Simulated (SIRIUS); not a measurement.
# Rh (Fm-3m) in SIRIUS: convergence with gk cutoff

Aim: find how far gk cutoff must go before the results for Rh settle, at LDA. This setting moves, with any that are tied to it; all else stays.

Program: SIRIUS 7.12.0. These are calculated values, not measurements. Logs are shortened: lines on timing, memory, paths and dates and some standing lists are left out, and cuts for length are marked. The log counts tension as positive stress, the text compression.

## 1. Starting point

The structure is cubic, space group Fm-3m (No. 225). Conventional cell: a = 3.796 Å, b = 3.796 Å, c = 3.796 Å, α = 90.00°, β = 90.00°, γ = 90.00°. Rh (site symmetry m-3m) has 12 Rh at 2.68 Å as nearest neighbours.

## 2. With gk cutoff 1.94 1/bohr

File sirius.json:

```json
{
  "control": {
    "processing_unit": "cpu",
    "std_evp_solver_name": "lapack",
    "gen_evp_solver_name": "lapack",
    "verbosity": 2,
    "print_forces": true,
    "ortho_rf": true,
    "use_second_variation": true,
    "rmt_max": 3.0,
    "num_bands_to_print": 17,
    "save_wf": true
  },
  "parameters": {
    "electronic_structure_method": "full_potential_lapwlo",
    "xc_functionals": ["XC_LDA_X", "XC_LDA_C_PW"],
    "core_relativity": "dirac",
    "valence_relativity": "iora",
    "num_fv_states": 17,
    "smearing": "fermi_dirac",
    "smearing_width": 0.0018374661,
    "pw_cutoff": 20,
    "gk_cutoff": 1.94,
    "lmax_apw": 10,
    "lmax_rho": 8,
    "lmax_pot": 8,
    "num_mag_dims": 0,
    "auto_rmt": 0,
    "ngridk": [12, 12, 12],
    "shiftk": [0, 0, 0],
    "num_dft_iter": 80,
    "energy_tol": 1e-07,
    "density_tol": 1e-05,
    "use_symmetry": true
  },
  "settings": {"tol_ne": 1e-10},
  "iterative_solver": {"type": "exact"},
  "mixer": {"type": "anderson", "beta": 0.5, "max_history": 8},
  "unit_cell": {
    "lattice_vectors": [[0.0, 3.5864167256, 3.5864167256], [3.5864167256, 0.0, 3.5864167256], [3.5864167256, 3.5864167256, 0.0]],
    "atom_types": ["Rh"],
    "atom_files": {"Rh": "Rh.json"},
    "atoms": {"Rh": [[0.0, 0.0, 0.0]]}
  }
}
```

File Rh.json:

```json
{
  "name": "rhodium",
  "symbol": "Rh",
  "number": 45,
  "mass": 102.9055,
  "rmin": 1e-06,
  "rmt": 2.49,
  "nrmt": 800,
  "rinf": 15.89,
  "core": "1s2s2p3s3p3d",
  "valence": [
    {"basis": [{"enu": 0.26, "dme": 0, "n": 0, "auto": 0}, {"enu": 0.26, "dme": 1, "n": 0, "auto": 0}]},
    {"l": 0, "n": 1, "basis": [{"enu": 0.36, "dme": 0, "n": 0, "auto": 0}]},
    {"l": 1, "n": 2, "basis": [{"enu": 0.36, "dme": 0, "n": 0, "auto": 0}]},
    {"l": 2, "n": 3, "basis": [{"enu": 0.36, "dme": 0, "n": 0, "auto": 0}]},
    {"l": 3, "n": 4, "basis": [{"enu": 0.36, "dme": 0, "n": 0, "auto": 0}]}
  ],
  "lo": [
    {"l": 0, "basis": [{"enu": 0.36, "dme": 0, "n": 0, "auto": 0}, {"enu": 0.36, "dme": 1, "n": 0, "auto": 0}]},
    {
      "l": 0,
      "basis": [{"enu": -2.4964, "dme": 0, "n": 4, "auto": 1}, {"enu": -2.4964, "dme": 1, "n": 4, "auto": 1}]
    },
    {
      "l": 0,
      "basis": [{"enu": -2.4964, "dme": 1, "n": 4, "auto": 1}, {"enu": 0.36, "dme": 0, "n": 0, "auto": 0}]
    },
    {"l": 0, "basis": [{"enu": 0.36, "dme": 0, "n": 0, "auto": 0}, {"enu": 2.9406, "dme": 0, "n": 0, "auto": 0}]},
    {"l": 1, "basis": [{"enu": 0.36, "dme": 0, "n": 0, "auto": 0}, {"enu": 0.36, "dme": 1, "n": 0, "auto": 0}]},
    {
      "l": 1,
      "basis": [{"enu": -1.3262, "dme": 0, "n": 4, "auto": 1}, {"enu": -1.3262, "dme": 1, "n": 4, "auto": 1}]
    },
    {
      "l": 1,
      "basis": [{"enu": -1.3262, "dme": 1, "n": 4, "auto": 1}, {"enu": 0.36, "dme": 0, "n": 0, "auto": 0}]
    },
    {"l": 1, "basis": [{"enu": 0.36, "dme": 0, "n": 0, "auto": 0}, {"enu": 3.3277, "dme": 0, "n": 0, "auto": 0}]},
    {"l": 2, "basis": [{"enu": 0.36, "dme": 0, "n": 0, "auto": 0}, {"enu": 0.36, "dme": 1, "n": 0, "auto": 0}]},
    {"l": 2, "basis": [{"enu": 0.36, "dme": 1, "n": 0, "auto": 0}, {"enu": 0.36, "dme": 2, "n": 0, "auto": 0}]},
    {"l": 2, "basis": [{"enu": 0.36, "dme": 0, "n": 0, "auto": 0}, {"enu": 2.8761, "dme": 0, "n": 0, "auto": 0}]},
    {"l": 3, "basis": [{"enu": 0.36, "dme": 0, "n": 0, "auto": 0}, {"enu": 0.36, "dme": 1, "n": 0, "auto": 0}]},
    {"l": 3, "basis": [{"enu": 0.36, "dme": 0, "n": 0, "auto": 0}, {"enu": 3.1664, "dme": 0, "n": 0, "auto": 0}]}
  ],
  "free_atom": [... radial grid and density of the free atom, the start of the SCF ...]
}
```

File sirius_start.json:

```json
{
  "control": {
    "processing_unit": "cpu",
    "std_evp_solver_name": "lapack",
    "gen_evp_solver_name": "lapack",
    "verbosity": 1,
    "print_forces": false,
    "ortho_rf": true,
    "use_second_variation": true,
    "rmt_max": 3.0,
    "num_bands_to_print": 17,
    "save_wf": false
  },
  "parameters": {
    "electronic_structure_method": "full_potential_lapwlo",
    "xc_functionals": ["XC_LDA_X", "XC_LDA_C_PW"],
    "core_relativity": "dirac",
    "valence_relativity": "iora",
    "num_fv_states": 17,
    "smearing": "fermi_dirac",
    "smearing_width": 0.0055123983,
    "pw_cutoff": 20,
    "gk_cutoff": 1.56,
    "lmax_apw": 10,
    "lmax_rho": 8,
    "lmax_pot": 8,
    "num_mag_dims": 0,
    "auto_rmt": 0,
    "ngridk": [5, 5, 5],
    "shiftk": [0, 0, 0],
    "num_dft_iter": 30,
    "energy_tol": 0.01,
    "density_tol": 0.05,
    "use_symmetry": true
  },
  "settings": {"tol_ne": 1e-10},
  "iterative_solver": {"type": "exact"},
  "mixer": {"type": "anderson", "beta": 0.5, "max_history": 8},
  "unit_cell": {
    "lattice_vectors": [[0.0, 3.5864167256, 3.5864167256], [3.5864167256, 0.0, 3.5864167256], [3.5864167256, 3.5864167256, 0.0]],
    "atom_types": ["Rh"],
    "atom_files": {"Rh": "Rh.json"},
    "atoms": {"Rh": [[0.0, 0.0, 0.0]]}
  }
}
```

Potentials or basis: all-electron FP-LAPW, apw+lo standard.

On the command line:

```console
OMP_NUM_THREADS=1 sirius.scf --input=sirius_start.json --output=start.json
OMP_NUM_THREADS=1 sirius.scf --input=sirius.json --output=output.json --task=1
```

The log of the run:

```text
[info] SIRIUS version : 7.12.0
[info] number of MPI ranks           : 1
[info] MPI grid                      : 1 1
[info] maximum number of OMP threads : 1
[fft] FFT context for density and potential
[fft] =====================================
[fft]   plane wave cutoff                     : 20
[fft]   grid size                             : 36 36 36   total : 46656
[fft]   grid limits                           : -17 18   -17 18   -17 18
[fft]   number of G-vectors within the cutoff : 12387
[fft]   number of G-shells                    : 367
[fft] FFT context for coarse grid
[fft] =====================================
[fft]   plane wave cutoff                     : 3.88
[fft]   grid size                             : 9 9 9   total : 729
[fft]   grid limits                           : -4 4   -4 4   -4 4
[fft]   number of G-vectors within the cutoff : 89
[fft]   number of G-shells                    : 8
[unit cell] lattice vectors
[unit cell]   a1 :       0.0000000000      3.5864167256      3.5864167256
[unit cell]   a2 :       3.5864167256      0.0000000000      3.5864167256
[unit cell]   a3 :       3.5864167256      3.5864167256      0.0000000000
[unit cell] reciprocal lattice vectors
[unit cell]   b1 :      -0.8759697754      0.8759697754      0.8759697754
[unit cell]   b2 :       0.8759697754     -0.8759697754      0.8759697754
[unit cell]   b3 :       0.8759697754      0.8759697754     -0.8759697754
[unit cell] unit cell volume :        92.25974489 [a.u.^3]
[unit cell] 1/sqrt(omega)    :         0.10411034
[unit cell] MT volume        :        64.66758619 (70.09%)
[unit cell] IT volume        :        27.59215870 (29.91%)
[unit cell] number of atom types : 1
[unit cell] type id : 0 symbol : Rh mt_radius :   2.490000 num_atoms : 1
[unit cell] total number of atoms : 1
[unit cell] number of symmetry classes : 1
[unit cell] atom id  type id  class id             position                      vector_field
[unit cell] ------------------------------------------------------------------------------------------
[unit cell]      0        0        0      0.00000   0.00000   0.00000      0.00000   0.00000   0.00000
[... 318 lines left out ...]
[diagonalize] ik:    3   -2.580116   -1.398418   -1.387055   -1.387055    0.094195    0.205433    0.225020    0.225020    0.319729    0.319729    0.883355    0.968802    1.259650    1.259650    1.280438    1.356604    1.356604
[diagonalize] ik:    4   -2.579046   -1.405171   -1.388357   -1.388357    0.106131    0.219461    0.219461    0.253284    0.341472    0.341472    0.792515    0.939383    1.219706    1.219706    1.357557    1.357557    1.364440
[diagonalize] ...
[diagonalize] ik:   67   -2.576921   -1.407576   -1.398492   -1.395452    0.140340    0.146183    0.230047    0.316878    0.368253    0.540851    0.782071    0.783635    0.853510    1.226494    1.284288    1.442547    1.587647
[diagonalize] ik:   68   -2.576611   -1.404951   -1.400956   -1.395150    0.150538    0.169482    0.215895    0.299115    0.393430    0.625924    0.688229    0.794956    0.839740    1.235457    1.330316    1.471389    1.657864
[diagonalize] ik:   69   -2.576713   -1.404502   -1.400926   -1.395122    0.157346    0.186464    0.193818    0.293638    0.381194    0.602662    0.714995    0.781877    0.876824    1.222225    1.318410    1.545035    1.594875
[diagonalize] ik:   70   -2.576446   -1.406249   -1.397433   -1.396182    0.143085    0.144444    0.255464    0.323663    0.425757    0.602279    0.756642    0.756794    0.821765    1.248557    1.368624    1.409155    1.745871
[diagonalize] ik:   71   -2.576455   -1.401868   -1.401868   -1.396381    0.163318    0.192062    0.192062    0.294063    0.425757    0.685946    0.685946    0.750039    0.821856    1.314669    1.314669    1.467685    1.639881
[generate_core_charge_density] atom class : 0
[generate_core_charge_density]   n,l,k : 1 0 1  energy :        -844.67596026
[generate_core_charge_density]   n,l,k : 2 0 1  energy :        -122.08933995
[generate_core_charge_density]   n,l,k : 2 1 1  energy :        -113.08002021
[generate_core_charge_density]   n,l,k : 2 1 2  energy :        -107.77369417
[generate_core_charge_density]   n,l,k : 3 0 1  energy :         -21.43100693
[generate_core_charge_density]   n,l,k : 3 1 1  energy :         -17.90166435
[generate_core_charge_density]   n,l,k : 3 1 2  energy :         -16.98814549
[generate_core_charge_density]   n,l,k : 3 2 2  energy :         -10.71566433
[generate_core_charge_density]   n,l,k : 3 2 3  energy :         -10.53524841
[find] Total energy                   :   -4780.55478628 (Ha),   -9561.10957256 (Ry)
[find] iteration : 1, RMS (target) : 3.4229e-02 (1.0000e-05) , energy difference (target) : -1.1422e-03 (1.0000e-07)
[find] Total energy                   :   -4780.55487751 (Ha),   -9561.10975501 (Ry)
[find] iteration : 2, RMS (target) : 1.5286e-02 (1.0000e-05) , energy difference (target) : -9.1225e-05 (1.0000e-07)
[find] Total energy                   :   -4780.55489413 (Ha),   -9561.10978827 (Ry)
[find] iteration : 3, RMS (target) : 1.0251e-03 (1.0000e-05) , energy difference (target) : -1.6628e-05 (1.0000e-07)
[find] Total energy                   :   -4780.55489188 (Ha),   -9561.10978377 (Ry)
[find] iteration : 4, RMS (target) : 3.4048e-04 (1.0000e-05) , energy difference (target) : 2.2496e-06 (1.0000e-07)
[... 12 lines left out ...]
[find] valence_eval_sum               :     -11.69245406
[find] core_eval_sum                  :   -2843.41628990
[find] kinetic energy                 :    4981.85292980
[find] enuc                           :   -5798.64174379
[find] <rho|V^{XC}>                   :    -178.08959829
[find] <rho|E^{XC}>                   :    -134.32973620
[find] <mag|B^{XC}>                   :       0.00000000
[find] <rho|V^{H}>                    :   -7658.87207547
[find] smearing (-TS)                 :      -0.00021014
[find] SCF correction                 :      -0.00030411
[find] Total energy                   :   -4780.55489203 (Ha),   -9561.10978407 (Ry)
[find] Free energy (E-TS)             :   -4780.55510218 (Ha),   -9561.11020436 (Ry)
[find] band gap (eV)                  :       0.00000000
[find] Efermi                         :       0.34185103
[find] iteration : 6, RMS (target) : 8.7920e-06 (1.0000e-05) , energy difference (target) : 2.3674e-08 (1.0000e-07)
[find] converged after 7 SCF iterations!
[find] Charges and magnetic moments
[find] --------------------------------------------------------------------------------
[find] atom      charge    core leakage
[find] --------------------------------------------------------------------------------
[find]    0   43.747402    3.168241e-08
[find] total core leakage    : 3.16824079e-08
[find] interstitial charge   : 1.252596
[find] total charge          : 44.999998
[find] Energy
[find] --------------------------------------------------------------------------------
[find] valence_eval_sum               :     -11.69245406
[find] core_eval_sum                  :   -2843.41628990
[find] kinetic energy                 :    4981.85292980
[find] enuc                           :   -5798.64174379
[find] <rho|V^{XC}>                   :    -178.08959829
[find] <rho|E^{XC}>                   :    -134.32973620
[find] <mag|B^{XC}>                   :       0.00000000
[find] <rho|V^{H}>                    :   -7658.87207547
[find] smearing (-TS)                 :      -0.00021014
[find] SCF correction                 :      -0.00030411
[find] Total energy                   :   -4780.55489203 (Ha),   -9561.10978407 (Ry)
[find] Free energy (E-TS)             :   -4780.55510218 (Ha),   -9561.11020436 (Ry)
[find] band gap (eV)                  :       0.00000000
[find] Efermi                         :       0.34185103
[ground_state]
[ground_state] ==== total Forces in Ha/bohr =====
[ground_state] atom:    0, force:       0.0000000      0.0000000      0.0000000
[ground_state] ==== contribution from density =====
[ground_state] atom:    0, force:       0.0000000      0.0000000      0.0000000
[ground_state] ==== contribution from Hartree potential =====
[ground_state] atom:    0, force:       0.0000000      0.0000000      0.0000000
[ground_state] ==== contribution from IBS =====
[ground_state] atom:    0, force:       0.0000000      0.0000000      0.0000000
```

Run time: 20 s. Hardware: 1 thread of Arm Neoverse V1, shared host; peak memory 0.25 GiB.

Results:

* Free energy: -130085.5314 eV
* Band gap on the k mesh: none (metal or under the smearing width)
* All electrons inside the program's atomic spheres: Rh 43.75 (radii Rh 2.49 bohr)

## 3. With gk cutoff 2.3 1/bohr

sirius.json: that of step 2 with these lines changed.

```diff
@@ -22,3 +22,3 @@
     "pw_cutoff": 20,
-    "gk_cutoff": 1.94,
+    "gk_cutoff": 2.3,
     "lmax_apw": 10,
```

File Rh.json:

```json
{
  "name": "rhodium",
  "symbol": "Rh",
  "number": 45,
  "mass": 102.9055,
  "rmin": 1e-06,
  "rmt": 2.49,
  "nrmt": 800,
  "rinf": 15.89,
  "core": "1s2s2p3s3p3d",
  "valence": [
    {"basis": [{"enu": 0.18, "dme": 0, "n": 0, "auto": 0}, {"enu": 0.18, "dme": 1, "n": 0, "auto": 0}]},
    {"l": 0, "n": 1, "basis": [{"enu": 0.28, "dme": 0, "n": 0, "auto": 0}]},
    {"l": 1, "n": 2, "basis": [{"enu": 0.28, "dme": 0, "n": 0, "auto": 0}]},
    {"l": 2, "n": 3, "basis": [{"enu": 0.28, "dme": 0, "n": 0, "auto": 0}]},
    {"l": 3, "n": 4, "basis": [{"enu": 0.28, "dme": 0, "n": 0, "auto": 0}]}
  ],
  "lo": [
    {"l": 0, "basis": [{"enu": 0.28, "dme": 0, "n": 0, "auto": 0}, {"enu": 0.28, "dme": 1, "n": 0, "auto": 0}]},
    {
      "l": 0,
      "basis": [{"enu": -2.5764, "dme": 0, "n": 4, "auto": 1}, {"enu": -2.5764, "dme": 1, "n": 4, "auto": 1}]
    },
    {
      "l": 0,
      "basis": [{"enu": -2.5764, "dme": 1, "n": 4, "auto": 1}, {"enu": 0.28, "dme": 0, "n": 0, "auto": 0}]
    },
    {"l": 0, "basis": [{"enu": 0.28, "dme": 0, "n": 0, "auto": 0}, {"enu": 2.8606, "dme": 0, "n": 0, "auto": 0}]},
    {"l": 1, "basis": [{"enu": 0.28, "dme": 0, "n": 0, "auto": 0}, {"enu": 0.28, "dme": 1, "n": 0, "auto": 0}]},
    {
      "l": 1,
      "basis": [{"enu": -1.4062, "dme": 0, "n": 4, "auto": 1}, {"enu": -1.4062, "dme": 1, "n": 4, "auto": 1}]
    },
    {
      "l": 1,
      "basis": [{"enu": -1.4062, "dme": 1, "n": 4, "auto": 1}, {"enu": 0.28, "dme": 0, "n": 0, "auto": 0}]
    },
    {"l": 1, "basis": [{"enu": 0.28, "dme": 0, "n": 0, "auto": 0}, {"enu": 3.2477, "dme": 0, "n": 0, "auto": 0}]},
    {"l": 2, "basis": [{"enu": 0.28, "dme": 0, "n": 0, "auto": 0}, {"enu": 0.28, "dme": 1, "n": 0, "auto": 0}]},
    {"l": 2, "basis": [{"enu": 0.28, "dme": 1, "n": 0, "auto": 0}, {"enu": 0.28, "dme": 2, "n": 0, "auto": 0}]},
    {"l": 2, "basis": [{"enu": 0.28, "dme": 0, "n": 0, "auto": 0}, {"enu": 2.7961, "dme": 0, "n": 0, "auto": 0}]},
    {"l": 3, "basis": [{"enu": 0.28, "dme": 0, "n": 0, "auto": 0}, {"enu": 0.28, "dme": 1, "n": 0, "auto": 0}]},
    {"l": 3, "basis": [{"enu": 0.28, "dme": 0, "n": 0, "auto": 0}, {"enu": 3.0864, "dme": 0, "n": 0, "auto": 0}]}
  ],
  "free_atom": [... radial grid and density of the free atom, the start of the SCF ...]
}
```

sirius_start.json: that of step 2 with these lines changed.

```diff
@@ -22,3 +22,3 @@
     "pw_cutoff": 20,
-    "gk_cutoff": 1.56,
+    "gk_cutoff": 1.84,
     "lmax_apw": 10,
```

Potentials or basis: all-electron FP-LAPW, apw+lo standard.

On the command line:

```console
OMP_NUM_THREADS=1 sirius.scf --input=sirius_start.json --output=start.json
OMP_NUM_THREADS=1 sirius.scf --input=sirius.json --output=output.json --task=1
```

It took 21 s on 1 thread of Arm Neoverse V1, shared host; peak memory 0.26 GiB.

What came out:

| Item | Value |
| --- | --- |
| Free energy | -130088.0101 eV |
| Band gap on the k mesh | none (metal or under the smearing width) |
| All electrons inside the program's atomic spheres | Rh 43.82 (radii Rh 2.49 bohr) |

[end of part 1 of 2]
